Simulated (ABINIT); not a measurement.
The system is Ge.

```
Ge
1.0
     4.00312    0.00000    0.00000
    -2.00156    3.46680    0.00000
     0.00000    0.00000   13.15671
Ge
8
Direct
  0.33333 0.66667 0.15594
  0.66667 0.33333 0.84406
  0.66667 0.33333 0.65594
  0.33333 0.66667 0.34406
  0.00000 0.00000 0.09315
  0.00000 0.00000 0.90685
  0.00000 0.00000 0.59315
  0.00000 0.00000 0.40685
```

This isn't the form of Ge at room conditions, which is diamond.

```yaml
Program: ABINIT 10.8.3 (patched build)
Task: relaxation of cell and atoms
Functional: PBE
Potentials_or_basis: JTH PAW PBE v2.0
Cutoff: 599 eV
k_mesh: 4 × 4 × 1
Occupations: fermi-dirac, width 0.05 eV
Spin: no spin polarisation
```

At the start: pressure 3.8 GPa; volume 22.82 Å³/atom.

Where does the relaxation end?

Over 14 steps the energy falls by 21.7 meV/atom and the volume is 24.23 Å³/atom (+6.2 %); space group P6_3/mmc (No. 194, to 0.05 Å).

The path:
```tsv
step	energy change (eV)	largest force (eV/Å)	pressure (GPa)	volume (Å³)
1	0.0000	0.0573	3.80	182.59
2	-0.0521	0.0140	3.18	184.72
3	0.1586	0.9817	-2.38	204.10
4	-0.1304	0.2395	1.05	190.64
5	-0.1441	0.1604	0.76	191.54
6	-0.1639	0.0610	-0.18	194.79
7	-0.1677	0.0263	-0.29	195.07
8	-0.1701	0.0648	-0.24	194.82
9	-0.1722	0.0601	-0.06	194.11
10	-0.1664	0.1275	-0.36	195.23
11	-0.1733	0.0412	0.07	193.67
12	-0.1736	0.0322	0.05	193.73
13	-0.1740	0.0052	0.01	193.84
14	-0.1740	0.0044	0.00	193.87
```

Final structure:
```
CELL_PARAMETERS angstrom
4.12728 0.00000 0.00000
-2.06364 3.57433 0.00000
0.00000 0.00000 13.14170
ATOMIC_POSITIONS crystal
Ge 0.33333 0.66667 0.15424
Ge 0.66667 0.33333 0.84576
Ge 0.66667 0.33333 0.65424
Ge 0.33333 0.66667 0.34576
Ge 0.00000 0.00000 0.09456
Ge 0.00000 0.00000 0.90544
Ge 0.00000 0.00000 0.59456
Ge 0.00000 0.00000 0.40544
```

Caveat: the k mesh is coarse (spacing up to 0.48 Å⁻¹), so the values aren't converged.
